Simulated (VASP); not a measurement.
# MoS2 in VASP: further runs

Aim: see how the results for MoS2 move with the level of theory and the settings. Levels: PBEsol, PBE. Tasks: single point.

Everything below comes from runs of VASP 6.6.1. Logs are shortened: lines on timing, memory, paths and dates and some standing lists are left out, and cuts for length are marked.

## Step 1: Starting point

The cell holds a slab with vacuum, 9 atoms: a = 3.184 Å, b = 3.184 Å, c = 28.387 Å, α = 90.00°, β = 90.00°, γ = 120.00°.

## Step 2: Single point, PBEsol

Input file INCAR:

```
PREC = Accurate
ENCUT = 520
EDIFF = 1E-7
ISMEAR = -1
SIGMA = 0.05
LREAL = F
LASPH = T
NELM = 60
ALGO = Normal
ISIF = 2
LWAVE = F
LCHARG = T
GGA = PS
LVHAR = T
NBANDS = 49
KPAR = 4
```

Input file KPOINTS:

```
regular mesh
0
Gamma
  10 10 1
```

Input file POSCAR:

```
MoS2
1.0
    3.1840155185      0.0000000000      0.0000000000
   -1.5920077592      2.7574383250      0.0000000000
    0.0000000000      0.0000000000     28.3873198000
Mo S
3 6
Direct
    0.3333333333      0.6666666667      0.2281647700
    0.3333333333      0.6666666667      0.7718352300
    0.6666666667      0.3333333333      0.0000000000
    0.6666666667      0.3333333333      0.1734930900
    0.6666666667      0.3333333333      0.7171875100
    0.3333333333      0.6666666667      0.9453341200
    0.6666666667      0.3333333333      0.2828124900
    0.6666666667      0.3333333333      0.8265069100
    0.3333333333      0.6666666667      0.0546658800
```

Potentials or basis: VASP PAW PBE potentials, release 64 (Mo_sv, S).

On the command line:

```
> cat potpaw_PBE.64/Mo_sv/POTCAR potpaw_PBE.64/S/POTCAR > POTCAR
> mpirun -np 4 vasp_std > vasp.out
```

OUTCAR:

```text
PREC = Accurate
   ENCUT = 520
   EDIFF = 1E-7
   ISMEAR = -1
   LREAL = F
   LASPH = T
   NELM = 60
   ISIF = 2
   GGA = PS

 ion  position               nearest neighbor table
   1  0.333  0.667  0.228-   7 2.41   7 2.41   7 2.41   4 2.41   4 2.41   4 2.41
   2  0.333  0.667  0.772-   5 2.41   5 2.41   5 2.41   8 2.41   8 2.41   8 2.41
   3  0.667  0.333  0.000-   6 2.41   9 2.41   6 2.41   9 2.41   6 2.41   9 2.41
   4  0.667  0.333  0.173-   1 2.41   1 2.41   1 2.41
   5  0.667  0.333  0.717-   2 2.41   2 2.41   2 2.41
   6  0.333  0.667  0.945-   3 2.41   3 2.41   3 2.41
   7  0.667  0.333  0.283-   1 2.41   1 2.41   1 2.41
   8  0.667  0.333  0.827-   2 2.41   2 2.41   2 2.41
   9  0.333  0.667  0.055-   3 2.41   3 2.41   3 2.41

  LATTYP: Found a hexagonal cell.
 ALAT       =     3.1840155185
 C/A-ratio  =     8.9155720615

  Lattice vectors:

 A1 = (   3.1840155185,   0.0000000000,   0.0000000000)
 A2 = (  -1.5920077592,   2.7574383250,   0.0000000000)
 A3 = (   0.0000000000,   0.0000000000,  28.3873198000)

Analysis of symmetry for initial positions (statically):
=====================================================================
 Subroutine PRICEL returns:
 Original cell was already a primitive cell.

 Routine SETGRP: Setting up the symmetry group for a
 hexagonal supercell.

 Subroutine GETGRP returns: Found 12 space group operations
 (whereof 12 operations were pure point group operations)
 out of a pool of 24 trial point group operations.

The static configuration has the point symmetry D_3h.

Analysis of symmetry for dynamics (positions and initial velocities):
=====================================================================
 Subroutine PRICEL returns:
 Original cell was already a primitive cell.

 Routine SETGRP: Setting up the symmetry group for a
 hexagonal supercell.

 Subroutine GETGRP returns: Found 12 space group operations
 (whereof 12 operations were pure point group operations)
 out of a pool of 24 trial point group operations.

The dynamic configuration has the point symmetry D_3h.

 Subroutine INISYM returns: Found 12 space group operations
 (whereof 12 operations are pure point group operations),
 and found     1 'primitive' translations

----------------------------------------------------------------------------------------

[... 100 lines left out ...]
   NFREE  =      0    steps in history (QN), initial steepest desc. (CG)
   ISIF   =      2    stress and relaxation
   ISYM   =      2    0-nonsym 1-usesym 2-fastsym
   POTIM  = 0.5000    time-step for ionic-motion
   TEBEG  =    0.0;   TEEND  =   0.0 temperature during run
   PSTRESS=    0.0 pullay stress
   NELECT =      78.0000    total number of electrons
   NUPDOWN=      -1.0000    fix difference up-down
   EMIN   =  10.00;   EMAX   =-10.00  energy-range for DOS
   EFERMI =   0.00;   METHOD = LEGACY
   ISMEAR =    -1;   SIGMA  =   0.05  broadening in eV -4-tet -1-fermi 0-gaus
   EFERMI_NEDOS =   21; number of points for ismear=-14 and -15
   IALGO  =     38    algorithm
   IMIX   =      4    mixing-type and parameters
     AMIX     =   0.40;   BMIX     =  1.00
     AMIX_MAG =   1.60;   BMIX_MAG =  1.00
  volume/ion in A,a.u.               =      27.69       186.88
  Fermi-wavevector in a.u.,A,eV,Ry     =   1.111487  2.100407 16.808697  1.235404
  Thomas-Fermi vector in A             =   2.248051
   LORBIT       =      0    0 simple, 1 ext, 2 COOP (PROOUT), +10 PAW based schemes
   GGA     = PS    functional components
   LHFCALC =     F    Hartree Fock is set to
   AEXX    =    0.0000 exact exchange contribution
   IVDW    =     0    specifies the selected vdW correction
   LEPSILON=     F    determine dielectric tensor
   LRPA    =     F    only Hartree local field effects (RPA)
 non-spin polarized calculation
  energy-cutoff  :      520.00
  volume of cell :      249.23
 maximum number of plane-waves:      6760
 NGX is ok and might be reduce to    24
   NGX = 11   NGY = 11   NGZ =105

 number of electron      77.9999999 magnetization

 Free energy of the ion-electron system (eV)
  ---------------------------------------------------
  ext. energy  EPLUGINS =         0.00000000
  ---------------------------------------------------
  free energy    TOTEN  =       -70.27351501 eV

  energy without entropy =      -70.27351472  energy(sigma->0) =      -70.27351487

 E-fermi :   3.2709     XC(G=0):  -7.5140

 val. band max:        2.6895086121   @ k =   0.0000   0.0000   0.0000
 cond. band min:       3.9962893919   @ k =   0.3000   0.3000   0.0000
 fundamental gap:      1.3067807798
 Fermi energy:         3.2709406405

 k-point     1 :       0.0000    0.0000    0.0000
  band No.  band energies     occupation
      1     -58.5244      2.00000
      2     -58.5238      2.00000
      3     -58.5238      2.00000
      4     -32.7037      2.00000
      5     -32.7031      2.00000
      6     -32.7031      2.00000
[... 717 lines left out ...]
     48       5.7162      0.00000
     49       6.9546      0.00000

------------------------ aborting loop because EDIFF is reached ----------------------------------------

  FORCE on cell =-STRESS in cart. coord.  units (eV):
  Direction    XX          YY          ZZ          XY          YZ          ZX
  --------------------------------------------------------------------------------------
  -------------------------------------------------------------------------------------
  Total       -4.1991944     -4.1991944     -1.5912541     -0.0000000      0.0000000     -0.0000000
  in kB      -26.9942450    -26.9942450    -10.2292725     -0.0000000      0.0000000     -0.0000000
  external PRESSURE =     -21.4059208 kB  Pullay stress =       0.0000000 kB

 VOLUME and BASIS-vectors are now :
 -----------------------------------------------------------------------------
  energy-cutoff  :      520.00
  volume of cell :      249.23
      direct lattice vectors                 reciprocal lattice vectors
     3.184015518  0.000000000  0.000000000     0.314068821  0.181327718  0.000000000
    -1.592007759  2.757438325  0.000000000     0.000000000  0.362655437  0.000000000
     0.000000000  0.000000000 28.387319800     0.000000000  0.000000000  0.035226996

 POSITION                                       TOTAL-FORCE (eV/Angst)
 -----------------------------------------------------------------------------------
     -0.00000      1.83829      6.47699        -0.000000      0.000000      0.000975
     -0.00000      1.83829     21.91033        -0.000000      0.000000     -0.000975
      1.59201      0.91915      0.00000         0.000000     -0.000000      0.000000
      1.59201      0.91915      4.92500         0.000000     -0.000000      0.124101
      1.59201      0.91915     20.35903         0.000000      0.000000      0.147465
     -0.00000      1.83829     26.83550         0.000000     -0.000000      0.123563
      1.59201      0.91915      8.02829        -0.000000     -0.000000     -0.147465
      1.59201      0.91915     23.46232         0.000000     -0.000000     -0.124101
     -0.00000      1.83829      1.55182         0.000000     -0.000000     -0.123563
 -----------------------------------------------------------------------------------
    total drift:                                0.000000     -0.000000      0.000000

  FREE ENERGIE OF THE ION-ELECTRON SYSTEM (eV)
  ---------------------------------------------------
  free  energy   TOTEN  =       -70.2735150143 eV

  energy  without entropy=      -70.2735147235  energy(sigma->0) =      -70.27351487
```

OSZICAR:

```text
N       E                     dE             d eps       ncg     rms          rms(c)
DAV:   1     0.688940000353E+03    0.68894E+03   -0.42520E+04  1580   0.143E+03
DAV:   2    -0.269761623226E+02   -0.71592E+03   -0.69242E+03  1646   0.360E+02
DAV:   3    -0.731760324921E+02   -0.46200E+02   -0.45208E+02  1736   0.809E+01
[... 17 lines left out ...]
DAV:  21    -0.702735093040E+02   -0.16856E-04   -0.46769E-07  1304   0.250E-03    0.129E-03
DAV:  22    -0.702735138805E+02   -0.45765E-05   -0.10846E-07  1112   0.110E-03    0.678E-04
DAV:  23    -0.702735146991E+02   -0.81861E-06   -0.21103E-08  1008   0.400E-04    0.297E-04
DAV:  24    -0.702735149529E+02   -0.25380E-06   -0.70773E-09   928   0.296E-04    0.137E-04
DAV:  25    -0.702735150143E+02   -0.61355E-07   -0.26525E-09   912   0.132E-04
   1 F= -.70273515E+02 E0= -.70273515E+02  d E =-.290810E-06
```

stdout:

```text
POSCAR found type information on POSCAR MoS
 POSCAR found :  2 types and       9 ions
 scaLAPACK will be used
 -----------------------------------------------------------------------------
|                                                                             |
|                                                                             |
|     You enforced a specific xc type in the INCAR file but a different       |
|     I HOPE YOU KNOW WHAT YOU ARE DOING!                                     |
|                                                                             |
 -----------------------------------------------------------------------------

 LDA part: xc-table for (Slater+PW92), standard interpolation
 POSCAR, INCAR and KPOINTS ok, starting setup
 FFT: planning ... GRIDC
 FFT: planning ... GRID_SOFT
 FFT: planning ... GRID
 WAVECAR not read
 entering main loop
```

Run time: 2.9 min. Hardware: 4 MPI ranks of Intel Xeon Platinum 8375C at 2.90GHz (Ice Lake), shared host; peak memory 0.41 GiB.

Results:

```
Free energy            : -70.2735 eV
Largest force          : 0.147 eV/Å
Band gap on the k mesh : 1.31 eV, indirect (least direct gap 1.89 eV)
```

Forces on the atoms (eV/Å):
```
Mo   0.000  0.000  0.001
Mo   0.000  0.000 -0.001
Mo   0.000  0.000  0.000
S    0.000  0.000  0.124
S    0.000  0.000  0.147
S    0.000  0.000  0.124
S    0.000  0.000 -0.147
S    0.000  0.000 -0.124
S    0.000  0.000 -0.124
```

Caveat: the PAW data sets were made with another functional, which shifts forces and pressure a little.

## Step 3: Single point, PBE

Input file INCAR:

```
SYSTEM = MoS2
PREC = Accurate ; ENCUT = 520
EDIFF = 1E-7 ; ISMEAR = -1
SIGMA = 0.05 ; LREAL = .False.
LASPH = .True. ; NELM = 100
ALGO = Normal ; ISIF = 2
LWAVE = .False. ; LCHARG = .False.
GGA = PE ; NBANDS = 49
```

Input file KPOINTS:

```
regular mesh
0
Gamma
  10 10 1
  0 0 0
```

POSCAR is that of step 2.

Potentials or basis: VASP PAW PBE potentials, release 64 (Mo_sv, S).

On the command line:

```
> cat potpaw_PBE.64/Mo_sv/POTCAR potpaw_PBE.64/S/POTCAR > POTCAR
> mpirun -np 1 vasp_std > vasp.out
```

Wall time 2.5 min (1 thread of Intel Xeon 6975P-C (Granite Rapids), shared host); peak memory 0.4 GiB.

Results (log left out):

| Property | Result |
| --- | --- |
| Free energy | -65.5323 eV |
| Largest force | 0.204 eV/Å |
| Band gap on the k mesh | 1.32 eV, indirect (least direct gap 1.88 eV) |

Forces on the atoms (eV/Å):
```
Mo   0.000  0.000  0.005
Mo   0.000  0.000 -0.005
Mo   0.000  0.000  0.000
S    0.000  0.000 -0.155
S    0.000  0.000 -0.204
S    0.000  0.000 -0.157
S    0.000  0.000  0.204
S    0.000  0.000  0.155
S    0.000  0.000  0.157
```

Levels at points of the mesh, in eV from the valence-band top:
```csv
k point,band 36,band 37,band 38,band 39,band 40,band 41,band 42,band 43
"(0.00, 0.00, 0.00)",-1.64,-0.63,-0.27,0.00,2.31,2.31,2.31,2.31
"(0.50, 0.00, 0.00)",-1.43,-1.11,-1.08,-1.06,1.78,1.79,1.79,2.25
```

[end of part 1 of 2]
